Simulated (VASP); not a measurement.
# Ni (Fm-3m) in VASP: settings compared

One crystal, Ni, is run at these levels: r2SCAN+D4, PBE, BLYP+D4; tasks: relaxation of cell and atoms, single point.

All numbers are computed with VASP 6.6.1; they aren't measurements. Logs are shortened: lines on timing, memory, paths and dates and some standing lists are left out, and cuts for length are marked.

## Step 1: The crystal as given

Symmetry: Fm-3m, No. 225, cubic system. Conventional cell: a = 3.475 Å, b = 3.475 Å, c = 3.475 Å, α = 90.00°, β = 90.00°, γ = 90.00°. Ni (site symmetry m-3m) has 12 Ni at 2.46 Å as nearest neighbours.

## Step 2: Relaxation of cell and atoms, r2SCAN+D4, collinear spin, ferromagnetic start

INCAR

```
SYSTEM = Ni
  ALGO = Normal
  EDIFF = 1E-6
  EDIFFG = -0.02
  ENCUT = 600
  IBRION = 2
  ISIF = 3
  ISMEAR = 1
  ISPIN = 2
  IVDW = 13
  LASPH = .TRUE.
  LCHARG = .FALSE.
  LMAXMIX = 4
  LMIXTAU = .TRUE.
  LORBIT = 11
  LREAL = .FALSE.
  LWAVE = .FALSE.
  MAGMOM = 1
  METAGGA = R2SCAN
  NELM = 120
  NSW = 40
  PREC = Accurate
  SIGMA = 0.1
  VDW_A1 = 0.51559235
  VDW_A2 = 5.77342911
  VDW_S6 = 1.0
  VDW_S8 = 0.6018749
```

KPOINTS

```
k-points
0
G
  13 13 13
  0 0 0
```

POSCAR

```
Ni
1.0
    0.0000000000      1.7375729330      1.7375729330
    1.7375729330      0.0000000000      1.7375729330
    1.7375729330      1.7375729330      0.0000000000
Ni
1
Direct
    0.0000000000      0.0000000000      0.0000000000
```

Potentials or basis: VASP PAW PBE potentials, release 64 (Ni).

Started as:

```
$ cat potpaw_PBE.64/Ni/POTCAR > POTCAR
$ mpirun -np 1 vasp_std > vasp.out
```

OUTCAR:

```text
SYSTEM = Ni
   EDIFF = 1E-6
   EDIFFG = -0.02
   ENCUT = 600
   IBRION = 2
   ISIF = 3
   ISMEAR = 1
   ISPIN = 2
   IVDW = 13
   LASPH = .TRUE.
   LORBIT = 11
   LREAL = .FALSE.
   METAGGA = R2SCAN
   NELM = 120
   NSW = 40
   PREC = Accurate

 ion  position               nearest neighbor table
   1  0.000  0.000  0.000-

  LATTYP: Found a face centered cubic cell.
 ALAT       =     3.4751458660

  Lattice vectors:

 A1 = (   0.0000000000,   1.7375729330,   1.7375729330)
 A2 = (   1.7375729330,   0.0000000000,   1.7375729330)
 A3 = (   1.7375729330,   1.7375729330,   0.0000000000)

Analysis of symmetry for initial positions (statically):
=====================================================================
 Subroutine PRICEL returns:
 Original cell was already a primitive cell.

 Routine SETGRP: Setting up the symmetry group for a
 face centered cubic supercell.

 Subroutine GETGRP returns: Found 48 space group operations
 (whereof 48 operations were pure point group operations)
 out of a pool of 48 trial point group operations.

The static configuration has the point symmetry O_h .

Analysis of symmetry for dynamics (positions and initial velocities):
=====================================================================
 Subroutine PRICEL returns:
 Original cell was already a primitive cell.

 Routine SETGRP: Setting up the symmetry group for a
 face centered cubic supercell.

 Subroutine GETGRP returns: Found 48 space group operations
 (whereof 48 operations were pure point group operations)
 out of a pool of 48 trial point group operations.

The dynamic configuration has the point symmetry O_h .

Analysis of structural, dynamic, and magnetic symmetry:
=====================================================================
 Subroutine PRICEL returns:
 Original cell was already a primitive cell.

 Routine SETGRP: Setting up the symmetry group for a
 face centered cubic supercell.

 Subroutine GETGRP returns: Found 48 space group operations
 (whereof 48 operations were pure point group operations)
 out of a pool of 48 trial point group operations.

The overall configuration has the point symmetry O_h .

 Subroutine INISYM returns: Found 48 space group operations
 (whereof 48 operations are pure point group operations),
 and found     1 'primitive' translations

----------------------------------------------------------------------------------------

                                     Primitive cell

  volume of cell :      10.4920

  direct lattice vectors                    reciprocal lattice vectors
     0.000000000  1.737572933  1.737572933    -0.287757705  0.287757705  0.287757705
     1.737572933  0.000000000  1.737572933     0.287757705 -0.287757705  0.287757705
     1.737572933  1.737572933  0.000000000     0.287757705  0.287757705 -0.287757705

  length of vectors
     2.457299207  2.457299207  2.457299207     0.498410966  0.498410966  0.498410966

  position of ions in fractional coordinates (direct lattice)
     0.000000000  0.000000000  0.000000000

  ion indices of the primitive-cell ions
   primitive index   ion index
                 1           1

----------------------------------------------------------------------------------------

 KPOINTS: k-points

Automatic generation of k-mesh.
 Grid dimensions read from file:
 generate k-points for:   13   13   13

 Generating k-lattice:

  Cartesian coordinates                     Fractional coordinates (reciprocal lattice)
    -0.022135208  0.022135208  0.022135208     0.076923077  0.000000000  0.000000000
     0.022135208 -0.022135208  0.022135208     0.000000000  0.076923077  0.000000000
     0.022135208  0.022135208 -0.022135208     0.000000000  0.000000000  0.076923077

  Length of vectors
     0.038339305  0.038339305  0.038339305

  Shift w.r.t. Gamma in fractional coordinates (k-lattice)
     0.000000000  0.000000000  0.000000000

 Subroutine IBZKPT returns following result:
 ===========================================

 Found     84 irreducible k-points:

 Following reciprocal coordinates:
            Coordinates               Weight
  0.000000  0.000000  0.000000      1.000000
  0.076923  0.000000  0.000000      8.000000
  0.153846  0.000000  0.000000      8.000000
  0.230769  0.000000  0.000000      8.000000
  0.307692  0.000000  0.000000      8.000000
  0.384615  0.000000  0.000000      8.000000
[... 16 lines left out ...]
  0.384615  0.153846  0.000000     24.000000
  0.461538  0.153846  0.000000     24.000000
 [... further k-points ...]
   k-points           NKPTS =     84   k-points in BZ     NKDIM =     84   number of bands    NBANDS=     10
   number of dos      NEDOS =    301   number of ions     NIONS =      1
   total plane-waves  NPLWV =   8000
   dimension x,y,z NGX =    20 NGY =   20 NGZ =   20
   dimension x,y,z NGXF=    40 NGYF=   40 NGZF=   40
   ions per type =               1
   NGX,Y,Z   is equivalent  to a cutoff of  13.53, 13.53, 13.53 a.u.
   NGXF,Y,Z  is equivalent  to a cutoff of  27.06, 27.06, 27.06 a.u.
 SYSTEM =  Ni
   PREC   = accura    normal or accurate (medium, high low for compatibility)
   ISTART =      0    job   : 0-new  1-cont  2-samecut
   ICHARG =      2    charge: 1-file 2-atom 10-const
   ISPIN  =      2    spin polarized calculation?
   LNONCOLLINEAR =      F non collinear calculations
   LSORBIT =      F    spin-orbit coupling
   LASPH  =      T    aspherical Exc in radial PAW
   ENCUT  =  600.0 eV  44.10 Ry    6.64 a.u.   4.91  4.91  4.91*2*pi/ulx,y,z
   NELM   =    120;   NELMIN=  2; NELMDL= -5     # of ELM steps
   EDIFF  = 0.1E-05   stopping-criterion for ELM
   LREAL  =      F    real-space projection
   EDIFFG = -.2E-01   stopping-criterion for IOM
   NSW    =     40    number of steps for IOM
   IBRION =      2    ionic relax: 0-MD 1-quasi-New 2-CG
   NFREE  =      1    steps in history (QN), initial steepest desc. (CG)
   ISIF   =      3    stress and relaxation
   ISYM   =      2    0-nonsym 1-usesym 2-fastsym
   POTIM  = 0.5000    time-step for ionic-motion
   TEBEG  =    0.0;   TEEND  =   0.0 temperature during run
   PSTRESS=    0.0 pullay stress
   NELECT =      10.0000    total number of electrons
   NUPDOWN=      -1.0000    fix difference up-down
   EMIN   =  10.00;   EMAX   =-10.00  energy-range for DOS
   EFERMI =   0.00;   METHOD = LEGACY
   ISMEAR =     1;   SIGMA  =   0.10  broadening in eV -4-tet -1-fermi 0-gaus
   EFERMI_NEDOS =   21; number of points for ismear=-14 and -15
   IALGO  =     38    algorithm
   IMIX   =      4    mixing-type and parameters
     AMIX     =   0.40;   BMIX     =  1.00
     AMIX_MAG =   1.60;   BMIX_MAG =  1.00
  volume/ion in A,a.u.               =      10.49        70.80
  Fermi-wavevector in a.u.,A,eV,Ry     =   1.611097  3.044533 35.315755  2.595635
  Thomas-Fermi vector in A             =   2.706542
   LORBIT       =     11    0 simple, 1 ext, 2 COOP (PROOUT), +10 PAW based schemes
   METAGGA = R2SCAN    functional components
   LHFCALC =     F    Hartree Fock is set to
   AEXX    =    0.0000 exact exchange contribution
   IVDW    =    13    specifies the selected vdW correction
   LEPSILON=     F    determine dielectric tensor
   LRPA    =     F    only Hartree local field effects (RPA)
 conjugate gradient relaxation of ions
 spin polarized calculation
 Methfessel and Paxton  Order N= 1 SIGMA  =   0.10
  energy-cutoff  :      600.00
  volume of cell :       10.49
 maximum number of plane-waves:       365
   NGX =  9   NGY =  9   NGZ =  9

--------------------------------------- Ionic step        1  -------------------------------------------

 number of electron      10.0000000 magnetization       1.0000000

 number of electron       9.9999999 magnetization       0.6594117

 Free energy of the ion-electron system (eV)
  ---------------------------------------------------
  ext. energy  EPLUGINS =         0.00000000
  ---------------------------------------------------
  free energy    TOTEN  =       -11.94202324 eV

  energy without entropy =      -11.94217136  energy(sigma->0) =      -11.94207261

------------------------ aborting loop because EDIFF is reached ----------------------------------------

  DFT-D4 for vdW energy calculation

  Edisp (eV):   -0.16122

  FORCE on cell =-STRESS in cart. coord.  units (eV):
  Direction    XX          YY          ZZ          XY          YZ          ZX
  --------------------------------------------------------------------------------------
  -------------------------------------------------------------------------------------
  Total      -0.15105    -0.15105    -0.15105    -0.00000    -0.00000    -0.00000
  in kB     -23.06615   -23.06615   -23.06615    -0.00000    -0.00000    -0.00000
  external pressure =      -23.07 kB  Pullay stress =        0.00 kB
[... 20 lines left out ...]
  energy  without entropy=      -12.1033904452  energy(sigma->0) =      -12.10329170

--------------------------------------- Ionic step        2  -------------------------------------------

 number of electron       9.9999993 magnetization       0.6515479

 E-fermi :  10.1610     XC(G=0): -14.7827

 val. band max:       10.1544871371   @ k =  -0.4615   0.4615   0.0000
 cond. band min:      10.1657326475   @ k =   0.3846   0.2308   0.0000
 fundamental gap:      0.0112455104
 Fermi energy:        10.1610328170

 spin component 1

 k-point     1 :       0.0000    0.0000    0.0000
  band No.  band energies     occupation
      1       0.3348      1.00000
      2       7.1373      1.00000
      3       7.1374      1.00000
      4       7.1374      1.00000
      5       8.5127      1.00000
      6       8.5127      1.00000
      7      35.2131      0.00000
      8      39.8464      0.00000
      9      39.8464      0.00000
     10      39.8466      0.00000
[... 651 lines left out ...]
  energy  without entropy=      -12.1032804304  energy(sigma->0) =      -12.10301001

--------------------------------------- Ionic step        3  -------------------------------------------

 number of electron       9.9999995 magnetization       0.6553618

 Free energy of the ion-electron system (eV)
  ---------------------------------------------------
  ext. energy  EPLUGINS =         0.00000000
  ---------------------------------------------------
  free energy    TOTEN  =       -11.94140981 eV

  energy without entropy =      -11.94169749  energy(sigma->0) =      -11.94150571

 E-fermi :   9.9816     XC(G=0): -14.6973

 val. band max:        9.9793951174   @ k =  -0.4615   0.4615   0.0000
 cond. band min:       9.9849904152   @ k =   0.3846   0.2308   0.0000
 fundamental gap:      0.0055952978
 Fermi energy:         9.9816311250

 spin component 1

 k-point     1 :       0.0000    0.0000    0.0000
  band No.  band energies     occupation
      1       0.2444      1.00000
      2       6.9850      1.00000
      3       6.9851      1.00000
      4       6.9851      1.00000
      5       8.3407      1.00000
      6       8.3407      1.00000
      7      34.9250      0.00000
      8      39.4580      0.00000
      9      39.4580      0.00000
     10      39.4582      0.00000
[... 647 lines left out ...]
  FREE ENERGIE OF THE ION-ELECTRON SYSTEM (eV)
  ---------------------------------------------------
  free  energy   TOTEN  =       -12.1039611067 eV

  energy  without entropy=      -12.1042487779  energy(sigma->0) =      -12.10405700

 reached required accuracy - stopping structural energy minimisation

 total charge

# of ion       s       p       d       tot
------------------------------------------
    1        0.532   0.559   8.342   9.432

 magnetization (x)

# of ion       s       p       d       tot
------------------------------------------
    1       -0.012  -0.043   0.727   0.672
```

It took 2 min on 1 thread of Intel Xeon Platinum 8559C (Emerald Rapids), shared host; peak memory 0.15 GiB.

What came out:

* Free energy: -12.1040 eV
* Relaxed volume: 10.39 Å³/atom
* Relaxed cell: a = 2.449 Å, b = 2.449 Å, c = 2.449 Å, α = 60.00°, β = 60.00°, γ = 60.00°
* Space group after relaxing (to 0.05 Å): Fm-3m (No. 225)
* Energy gained by relaxing: 0.7 meV/atom
* Ionic steps: 3
* Pressure after relaxing: 0.2 GPa
* Band gap on the k mesh: none (metal or under the smearing width)
* Net moment: 0.66 μB per cell
* Site moments: Ni +0.67 μB
* Valence electrons inside the program's atomic spheres: Ni 9.43
* Dispersion energy per atom: -0.163 eV

Step by step:
| step | energy change (eV) | largest force (eV/Å) | pressure (GPa) | volume (Å³) |
| --- | --- | --- | --- | --- |
| 1 | 0.0000 | 0.0000 | -2.31 | 10.49 |
| 2 | 0.0004 | 0.0000 | 2.80 | 10.26 |
| 3 | -0.0007 | 0.0000 | 0.19 | 10.39 |

Final structure:
```cif
data_structure
_symmetry_space_group_name_H-M 'P 1'
_symmetry_Int_Tables_number 1
_cell_length_a 2.4493
_cell_length_b 2.4493
_cell_length_c 2.4493
_cell_angle_alpha 60.000
_cell_angle_beta 60.000
_cell_angle_gamma 60.000
_cell_volume 10.39
loop_
_atom_site_label
_atom_site_type_symbol
_atom_site_fract_x
_atom_site_fract_y
_atom_site_fract_z
_atom_site_occupancy
Ni1 Ni 0.00000 0.00000 0.00000 1
```

Levels at points of the mesh, in eV from the Fermi level:
Spin up:
| k point | band 2 | band 3 | band 4 | band 5 | band 6 | band 7 | band 8 | band 9 |
| --- | --- | --- | --- | --- | --- | --- | --- | --- |
| (0.00, 0.00, 0.00) | -3.00 | -3.00 | -3.00 | -1.64 | -1.64 | 24.94 | 29.48 | 29.48 |
Spin down:
```csv
k point,band 2,band 3,band 4,band 5,band 6,band 7,band 8,band 9
"(0.00, 0.00, 0.00)",-1.78,-1.78,-1.78,-0.96,-0.96,24.69,29.57,29.57
```

Caveat: the PAW data sets were made with another functional, which shifts forces and pressure a little; pairwise dispersion overbinds metals, which lowers pressure and volume.

[end of part 1 of 2]
